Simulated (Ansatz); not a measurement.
The system is Fe3Ge.

```
Ge Fe
1.0
     3.66050    0.00000    0.00000
     0.00000    3.66050    0.00000
     0.00000    0.00000    3.66050
Ge Fe
1 3
Direct
  0.00000 0.00000 0.00000
  0.50000 0.00000 0.50000
  0.50000 0.50000 0.00000
  0.00000 0.50000 0.50000
```

The cell comes from a database or a generator and needn't be the stable form of this composition.

Base run:

```yaml
Program: Ansatz 0.2.0
Functional: PBEsol
Potentials_or_basis: Ansatz PAW
Cutoff: "420 eV (not typed: the program's choice for these potentials)"
k_mesh: 7 × 7 × 7
Occupations: fermi-dirac, width 0.05 eV
Spin: no spin polarisation
```

Its results: band gap on the k mesh none (metal or under the smearing width); pressure -24.7 GPa.

Q: The run is repeated on the same cell with these changes: spin from no spin polarisation to collinear spin, ferrimagnetic start. What comes out?

A: Band gap on the k mesh none (metal or under the smearing width); pressure -11.6 GPa; net moment 6.41 μB per cell; site moments Ge -0.12; Fe +2.20 μB.

Caveats: the PAW data sets come from PBE, with cores solved anew for the run's functional, which leaves a small shift of forces and pressure; the starting moments weren't kept (some runs).
